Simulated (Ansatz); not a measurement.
**Si: the cell at several levels of theory**

The task here is to estimate one member of a computed series from the others.

The runs shown are made with Ansatz 0.2.0. PAW datasets, plane waves, zero pressure. The structure was generated, not taken from experiment, and needn't be the ground state; spin polarisation is off.

## The system as given

This is the cell as the run starts from it, not yet at rest; its lengths are not the crystal's.

Space group P6_3/mmc (No. 194), hexagonal; a = 3.625 Å, c = 11.840 Å in the conventional setting, 16.84 Å³ an atom. Si has 4 Si at 2.22 Å.

Coordinates:

```cif
data_structure
_symmetry_space_group_name_H-M 'P6_3/mmc'
_symmetry_Int_Tables_number 194
_cell_length_a 3.6252
_cell_length_b 3.6252
_cell_length_c 11.8400
_cell_angle_alpha 90.000
_cell_angle_beta 90.000
_cell_angle_gamma 120.000
_cell_volume 134.76
loop_
_atom_site_label
_atom_site_type_symbol
_atom_site_symmetry_multiplicity
_atom_site_Wyckoff_symbol
_atom_site_fract_x
_atom_site_fract_y
_atom_site_fract_z
_atom_site_occupancy
Si1 Si 4 e 0.00000 0.00000 0.90625 1
Si2 Si 4 f 0.33333 0.66667 0.15625 1
```

The first run:

input.yaml reads:

```yaml
crystal:
  lattice:
    - [3.6252448193, 0.0, 0.0]
    - [-1.8126224097, 3.1395541085, 0.0]
    - [0.0, 0.0, 11.8400495799]
  atoms:
    - { symbol: Si, position: [0.0, 0.0, 0.0] }
    - { symbol: Si, position: [0.3333333333, 0.6666666667, 0.25] }
    - { symbol: Si, position: [0.0, 0.0, 0.5] }
    - { symbol: Si, position: [0.6666666667, 0.3333333333, 0.75] }
    - { symbol: Si, position: [0.0, 0.0, 0.1875] }
    - { symbol: Si, position: [0.3333333333, 0.6666666667, 0.4375] }
    - { symbol: Si, position: [0.0, 0.0, 0.6875] }
    - { symbol: Si, position: [0.6666666667, 0.3333333333, 0.9375] }
kpoints:
  mp_grid: { grid: [12, 12, 2] }
hamiltonian:
  xc: pbe
scf:
  occupations: { method: fermi_dirac, width: 0.02 }
relax:
  f_tol: 0.005
  cell: {}
```

The run is started by

```sh
$ ansatz run input.yaml --threads 4 --pin off --max-ram 7372MiB --backend cpu --events-out ev --progress --plain --runs-dir out
```

Steps of the session up to this table: Relaxing with PBE; Relaxation with r2SCAN; Relaxing with PBEsol; Relaxation with LDA.

One table of the session follows, with a row left open; its other results are not shown here.

| level | a (Å) | c (Å) | volume (Å³/atom) |
| --- | --- | --- | --- |
| PBE | 3.859 | 12.676 | 20.435 |
| r2SCAN | 3.840 | 12.624 | 20.152 |
| PBEsol | 3.833 | 12.592 | 20.024 |
| LDA | ? | ? | ? |

Q: Estimate the row for LDA from the others.

As computed: a (Å): 3.810; c (Å): 12.520; volume (Å³/atom): 19.671. In the column «a (Å)» it is the lowest.

The first relaxation changed the volume by +21.3 % from the start. The volume runs from LDA (least) to PBE (most), a spread of 3.9 %, or 1.3 % in length if all axes shared it alike.
